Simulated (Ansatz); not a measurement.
Runs of Ansatz 0.2.0 on SrO. It takes space group Fm-3m (No. 225, cubic). Conventional cell: a = 5.133 Å, b = 5.133 Å, c = 5.133 Å, α = 90.00°, β = 90.00°, γ = 90.00°. Around Sr (site symmetry m-3m) lie 6 O at 2.57 Å. O (site symmetry m-3m) has 6 Sr at 2.57 Å as nearest neighbours. 

| task | level | cell | gap on the mesh (eV) | pressure (GPa) |
| --- | --- | --- | --- | --- |
| band structure | BLYP | as given | 3.51 | 6.2 |
| band structure | LDA | as given | 3.21 | (a) |
| band structure | revPBE | as given | 3.46 | 5.6 |
| band structure | PBE | as given | 3.37 | 3.3 |
| band structure | RPBE | as given | 3.49 | 6.4 |
| single point | PBE | strain = 0.0 | 3.37 | 3.3 |
| band structure | PBEsol | as given | (c) | (b) |

Alike in all rows: potentials or basis all-electron LAPW, scalar-relativistic; no spin polarisation; k mesh 9 × 9 × 9; cutoff (eV) 217; smearing fermi-dirac 0.05 eV; basis error allowed 0.001 eV/atom.

Estimate the missing entries.

(a) -3.8; (b) -0.5; (c) 3.26.

Caveats: an odd mesh through Γ misses points on the zone boundary, where band edges often lie (some runs).

A k mesh can miss the band edges, and the runs leave out spin-orbit coupling on Sr.
